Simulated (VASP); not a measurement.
Wanted: the native input for a VASP 6.6.1 run.

```
Task                   : relaxation of cell and atoms
Functional             : PBEsol
Potentials or basis    : VASP PAW PBE potentials, release 64 (Cu)
Cutoff                 : 600 eV
k mesh                 : 18 × 18 × 18
Occupations            : methfessel-paxton, width 0.1 eV
Spin                   : no spin polarisation
Further INCAR settings : ALGO = Normal; EDIFF = 1e-07; IBRION = 2; EDIFFG = -0.005; NSW = 90; ISIF = 3
```

The structure of Cu lies in POSCAR:

```
Cu                                      
1.0
    0.0000000000      1.7848606284      1.7848606284
    1.7848606284     -0.0000000000      1.7848606284
    1.7848606284      1.7848606284      0.0000000000
  Cu            
     1
Direct
     0.0000000000000000    0.0000000000000000    0.0000000000000000
```

One way to write it, as run:

INCAR

```
PREC = Accurate ; ENCUT = 600
EDIFF = 1E-7 ; ISMEAR = 1
SIGMA = 0.1 ; LREAL = F
LASPH = T ; NELM = 80
ALGO = Normal ; ISIF = 3
LWAVE = F ; LCHARG = F
GGA = PS ; IBRION = 2
NSW = 90 ; EDIFFG = -0.005
KPAR = 2
```

KPOINTS

```
regular mesh
0
Gamma
  18 18 18
```

Potentials or basis: VASP PAW PBE potentials, release 64 (Cu).

Command:

```sh
$ cat potpaw_PBE.64/Cu/POTCAR > POTCAR
$ mpirun -np 2 vasp_std > vasp.out
```

It gave:

```json
{
 "Pressure after relaxing": "0.0 GPa",
 "Band gap on the k mesh": "none (metal or under the smearing width)"
}
```

Caveat: the relaxation stopped at its first step, so nothing moved; the PAW data sets were made with another functional, which shifts forces and pressure a little.

It took 14 s on 2 MPI ranks on Intel(R) Xeon(R) Platinum 8259CL CPU @ 2.50GHz (Skylake/Cascade Lake), on a shared host, peak memory 0.13 GiB a rank.
